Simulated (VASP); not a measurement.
A run of VASP 6.6.1 is set up as follows.

INCAR

```
ALGO = Fast ; EDIFF = 1E-6
EDIFFG = -0.005 ; ENCUT = 600
GGA = PS ; IBRION = 2
ISIF = 3 ; ISMEAR = 0
LASPH = True ; LCHARG = False
LREAL = False ; LWAVE = False
NELM = 100 ; NSW = 70
PREC = Accurate ; SIGMA = 0.02
```

Contents of KPOINTS:

```
k-points
0
Gamma
  8 8 8
```

File POSCAR:

```
AgBr
1.0
    0.0000000000      2.9216612883      2.9216612883
    2.9216612883      0.0000000000      2.9216612883
    2.9216612883      2.9216612883      0.0000000000
Ag Br
1 1
Direct
    0.0000000000      0.0000000000      0.0000000000
    0.5000000000      0.5000000000      0.5000000000
```

Potentials or basis: VASP PAW PBE potentials, release 64 (Ag, Br).

The run is started by

```console
$ cat potpaw_PBE.64/Ag/POTCAR potpaw_PBE.64/Br/POTCAR > POTCAR
$ mpirun -np 1 vasp_std > vasp.out
```

Question: What does it give for the space group after relaxing (to 0.05 Å)?

Answer: Fm-3m (No. 225).

Question: Estimate the band gap on the k mesh.

Answer: 0.50 eV, indirect (least direct gap 2.58 eV).

Question: Estimate the relaxed cell.

Answer: a = 4.012 Å, b = 4.012 Å, c = 4.012 Å, α = 60.00°, β = 60.00°, γ = 60.00°.

Question: Estimate the relaxed volume.

Answer: 22.83 Å³/atom.

Final structure:
```
Ag Br
1.0
     0.00000    2.83665    2.83665
     2.83665    0.00000    2.83665
     2.83665    2.83665    0.00000
Ag Br
1 1
Direct
  0.00000 0.00000 0.00000
  0.50000 0.50000 0.50000
```

Caveat: the PAW data sets were made with another functional, which shifts forces and pressure a little. PBEsol gaps usually lie below the measured ones, often by a third to a half.
